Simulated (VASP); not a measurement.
# ZnSe (Stilleite) (F-43m) in VASP: notebook, part 2 of 2

VASP 6.6.1. The steps go on from the part before.

## 3. Single point, HSE06

Input file POSCAR:

```
ZnSe
1.0
    0.0000000000      2.8338000000      2.8338000000
    2.8338000000      0.0000000000      2.8338000000
    2.8338000000      2.8338000000      0.0000000000
Se Zn
1 1
Direct
    0.7500000000      0.7500000000      0.7500000000
    0.0000000000      0.0000000000      0.0000000000
```

Input file INCAR.step1:

```
PREC     = Accurate       # precision mode
ENCUT    = 500            # plane-wave cutoff, eV
EDIFF    = 1E-5           # SCF threshold, eV
ISMEAR   = 0              # smearing method
SIGMA    = 0.01           # smearing width, eV
LREAL    = F              # projectors in reciprocal space
LASPH    = T              # aspherical terms in the spheres
NELM     = 100            # most SCF steps
ALGO     = Normal         # electronic algorithm
ISIF     = 2              # what is computed and relaxed
LWAVE    = T              # write WAVECAR
LCHARG   = F              # write CHGCAR
NBANDS   = 17             # bands
NKRED    = 1            
GGA      = PE             # functional
```

Input file INCAR.step2:

```
PREC     = Accurate       # precision mode
ENCUT    = 500            # plane-wave cutoff, eV
EDIFF    = 1E-6           # SCF threshold, eV
ISMEAR   = 0              # smearing method
SIGMA    = 0.01           # smearing width, eV
LREAL    = F              # projectors in reciprocal space
LASPH    = T              # aspherical terms in the spheres
NELM     = 100            # most SCF steps
ALGO     = Normal         # electronic algorithm
ISIF     = 2              # what is computed and relaxed
LWAVE    = F              # write WAVECAR
LCHARG   = F              # write CHGCAR
GGA      = PE             # functional
LHFCALC  = T              # exact exchange
HFSCREEN = 0.2            # screening, 1/A
PRECFOCK = Fast         
NBANDS   = 17             # bands
NKRED    = 1            
ISTART   = 1
```

Input file KPOINTS:

```
Automatic mesh
0
Gamma
  4 4 4
```

Potentials or basis: VASP PAW PBE potentials, release 64 (Se, Zn).

The run is started by

```sh
$ cat potpaw_PBE.64/Se/POTCAR potpaw_PBE.64/Zn/POTCAR > POTCAR
$ cp INCAR.step1 INCAR
$ mpirun -np 1 vasp_std > vasp.out
$ cp INCAR.step2 INCAR
$ mpirun -np 1 vasp_std > vasp.out
```

Run time: 2 min. Hardware: 1 thread of Intel Xeon 6975P-C (Granite Rapids), shared host; peak memory 0.27 GiB.

These settings aren't checked as converged: the numbers below hold their error.

What came out:

```
Free energy            : -7.3953 eV
Pressure               : 1.4 GPa
Band gap on the k mesh : 2.45 eV, direct
```

Caveat: the k mesh is coarse (spacing up to 0.48 Å⁻¹), so the values aren't converged, least of all with exact exchange; the PAW data sets were made with another functional, which shifts forces and pressure a little.

## 4. Single point, HSE06

POSCAR is that of step 3.

Changes to INCAR.step1 since step 3:

```diff
@@ -1,3 +1,3 @@
 PREC     = Accurate       # precision mode
-ENCUT    = 500            # plane-wave cutoff, eV
+ENCUT    = 400            # plane-wave cutoff, eV
 EDIFF    = 1E-5           # SCF threshold, eV
```

Changes to INCAR.step2 since step 3:

```diff
@@ -1,3 +1,3 @@
 PREC     = Accurate       # precision mode
-ENCUT    = 500            # plane-wave cutoff, eV
+ENCUT    = 400            # plane-wave cutoff, eV
 EDIFF    = 1E-6           # SCF threshold, eV
```

Input file KPOINTS:

```
Automatic mesh
0
Gamma
  5 5 5
```

Potentials or basis: VASP PAW PBE potentials, release 64 (Se, Zn).

The run is started by

```sh
$ cat potpaw_PBE.64/Se/POTCAR potpaw_PBE.64/Zn/POTCAR > POTCAR
$ cp INCAR.step1 INCAR
$ mpirun -np 1 vasp_std > vasp.out
$ cp INCAR.step2 INCAR
$ mpirun -np 1 vasp_std > vasp.out
```

OUTCAR:

```text
PREC = Accurate
   ENCUT = 400
   EDIFF = 1E-6
   ISMEAR = 0
   LREAL = F
   LASPH = T
   NELM = 100
   ISIF = 2
   GGA = PE
   LHFCALC = T
   HFSCREEN = 0.2
   PRECFOCK = Fast
   NKRED = 1
   ISTART = 1

 Found     10 irreducible k-points:

 Following reciprocal coordinates:
            Coordinates               Weight
  0.000000  0.000000  0.000000      1.000000
  0.200000  0.000000  0.000000      8.000000
  0.400000  0.000000  0.000000      8.000000
  0.200000  0.200000  0.000000      6.000000
  0.400000  0.200000  0.000000     24.000000
 -0.400000  0.200000  0.000000     24.000000
   k-points           NKPTS =     10   k-points in BZ     NKDIM =    125   number of bands    NBANDS=     17
   number of dos      NEDOS =    301   number of ions     NIONS =      2
   total plane-waves  NPLWV =  21952
   dimension x,y,z NGX =    28 NGY =   28 NGZ =   28
   dimension x,y,z NGXF=    56 NGYF=   56 NGZF=   56
   ions per type =               1   1
   NGX,Y,Z   is equivalent  to a cutoff of  11.62, 11.62, 11.62 a.u.
[... 59 lines left out ...]

 Free energy of the ion-electron system (eV)
  ---------------------------------------------------
  ext. energy  EPLUGINS =         0.00000000
  ---------------------------------------------------
  free energy    TOTEN  =        -7.43225479 eV

  energy without entropy =       -7.43225479  energy(sigma->0) =       -7.43225479

 E-fermi :   1.0172     XC(G=0):  -7.7215

 val. band max:        0.9533069943   @ k =   0.0000   0.0000   0.0000
 cond. band min:       3.3813518039   @ k =   0.0000   0.0000   0.0000
 fundamental gap:      2.4280448096
 Fermi energy:         1.0172371405

 k-point     1 :       0.0000    0.0000    0.0000
  band No.  band energies     occupation
      1     -13.4255      2.00000
      2      -7.2276      2.00000
      3      -7.2276      2.00000
      4      -7.2276      2.00000
      5      -6.8980      2.00000
      6      -6.8980      2.00000
[... 97 lines left out ...]
      4      -6.9178      2.00000
      5      -6.8917      2.00000
      6      -6.6702      2.00000
[... 9 lines left out ...]
     16      15.3723      0.00000
     17      17.7202      0.00000

 [... further k-points ...]
[... 5 lines left out ...]
  --------------------------------------------------------------------------------------
  -------------------------------------------------------------------------------------
  Total        0.2596950      0.2596950      0.2596950      0.0000000      0.0000000      0.0000000
  in kB        9.1419036      9.1419036      9.1419036      0.0000000      0.0000000      0.0000000
  external PRESSURE =       9.1419036 kB  Pullay stress =       0.0000000 kB

 VOLUME and BASIS-vectors are now :
 -----------------------------------------------------------------------------
  energy-cutoff  :      400.00
  volume of cell :       45.51
      direct lattice vectors                 reciprocal lattice vectors
     0.000000000  2.833800000  2.833800000    -0.176441527  0.176441527  0.176441527
     2.833800000  0.000000000  2.833800000     0.176441527 -0.176441527  0.176441527
     2.833800000  2.833800000  0.000000000     0.176441527  0.176441527 -0.176441527

 POSITION                                       TOTAL-FORCE (eV/Angst)
 -----------------------------------------------------------------------------------
      4.25070      4.25070      4.25070         0.000000      0.000000      0.000000
      0.00000      0.00000      0.00000        -0.000000     -0.000000     -0.000000
 -----------------------------------------------------------------------------------
    total drift:                               -0.000103     -0.000073     -0.000051

  FREE ENERGIE OF THE ION-ELECTRON SYSTEM (eV)
  ---------------------------------------------------
  free  energy   TOTEN  =        -7.4322547912 eV

  energy  without entropy=       -7.4322547912  energy(sigma->0) =       -7.43225479
```

OSZICAR.step1:

```text
N       E                     dE             d eps       ncg     rms          rms(c)
DAV:   1     0.818737348084E+02    0.81874E+02   -0.72928E+03   340   0.996E+02
DAV:   2    -0.552596110043E+00   -0.82426E+02   -0.76867E+02   381   0.221E+02
DAV:   3    -0.624451057533E+01   -0.56919E+01   -0.56560E+01   399   0.593E+01
DAV:   4    -0.629397406898E+01   -0.49463E-01   -0.49452E-01   412   0.554E+00
DAV:   5    -0.629416439019E+01   -0.19032E-03   -0.19031E-03   412   0.336E-01    0.476E+00
DAV:   6    -0.602017675921E+01    0.27399E+00   -0.48643E-01   451   0.223E+01    0.363E+00
DAV:   7    -0.600043931454E+01    0.19737E-01   -0.15741E-01   378   0.326E+00    0.155E+00
DAV:   8    -0.600035175655E+01    0.87558E-04   -0.42135E-03   456   0.607E-01    0.463E-01
DAV:   9    -0.600061414215E+01   -0.26239E-03   -0.10441E-03   392   0.239E-01    0.691E-02
DAV:  10    -0.600072177631E+01   -0.10763E-03   -0.17908E-04   391   0.110E-01    0.210E-02
DAV:  11    -0.600071783043E+01    0.39459E-05   -0.34264E-05   400   0.576E-02
   1 F= -.60007178E+01 E0= -.60007178E+01  d E =-.121713E-39
```

Wall time 2.6 min (1 thread of Intel Xeon 6975P-C (Granite Rapids), shared host); peak memory 0.26 GiB.

These settings aren't checked as converged: the numbers below hold their error.

Results:

- Free energy: -7.4323 eV
- Pressure: 0.9 GPa
- Band gap on the k mesh: 2.43 eV, direct

Caveat: the PAW data sets were made with another functional, which shifts forces and pressure a little.

## 5. Single point, HSE06

POSCAR is that of step 4.

Changes to INCAR.step1 since step 4:

```diff
@@ -1,3 +1,3 @@
 PREC     = Accurate       # precision mode
-ENCUT    = 400            # plane-wave cutoff, eV
+ENCUT    = 350            # plane-wave cutoff, eV
 EDIFF    = 1E-5           # SCF threshold, eV
```

Changes to INCAR.step2 since step 4:

```diff
@@ -1,3 +1,3 @@
 PREC     = Accurate       # precision mode
-ENCUT    = 400            # plane-wave cutoff, eV
+ENCUT    = 350            # plane-wave cutoff, eV
 EDIFF    = 1E-6           # SCF threshold, eV
```

Input file KPOINTS:

```
Automatic mesh
0
Gamma
  6 6 6
```

The run is started by

```sh
$ cat potpaw_PBE.64/Se/POTCAR potpaw_PBE.64/Zn/POTCAR > POTCAR
$ cp INCAR.step1 INCAR
$ mpirun -np 1 vasp_std > vasp.out
$ cp INCAR.step2 INCAR
$ mpirun -np 1 vasp_std > vasp.out
```

Wall time 4.5 min (1 thread of Intel Xeon 6975P-C (Granite Rapids), shared host); peak memory 0.25 GiB.

The run converged, but some of its settings lie outside the range that counts as converged, so its numbers aren't taken as properties of the crystal.

What came out:

* Free energy: -7.4382 eV
* Pressure: 0.8 GPa
* Band gap on the k mesh: 2.42 eV, direct

Caveat: the PAW data sets were made with another functional, which shifts forces and pressure a little.

## 6. Single point, HSE06

POSCAR is that of step 5.

INCAR.step1 is that of step 5.

Changes to INCAR.step2 since step 5:

```diff
@@ -2,3 +2,3 @@
 ENCUT    = 350            # plane-wave cutoff, eV
-EDIFF    = 1E-6           # SCF threshold, eV
+EDIFF    = 1E-4           # SCF threshold, eV
 ISMEAR   = 0              # smearing method
```

KPOINTS is that of step 5.

Potentials or basis: VASP PAW PBE potentials, release 64 (Se, Zn).

The run is started by

```sh
$ cat potpaw_PBE.64/Se/POTCAR potpaw_PBE.64/Zn/POTCAR > POTCAR
$ cp INCAR.step1 INCAR
$ mpirun -np 1 vasp_std > vasp.out
$ cp INCAR.step2 INCAR
$ mpirun -np 1 vasp_std > vasp.out
```

Run time: 3.1 min. Hardware: 1 thread of Intel Xeon 6975P-C (Granite Rapids), shared host; peak memory 0.25 GiB.

The run converged, but some of its settings lie outside the range that counts as converged, so its numbers aren't taken as properties of the crystal.

Results:

| Property | Result |
| --- | --- |
| Free energy | -7.4382 eV |
| Pressure | 0.6 GPa |
| Band gap on the k mesh | 2.42 eV, direct |

Caveat: the PAW data sets were made with another functional, which shifts forces and pressure a little.
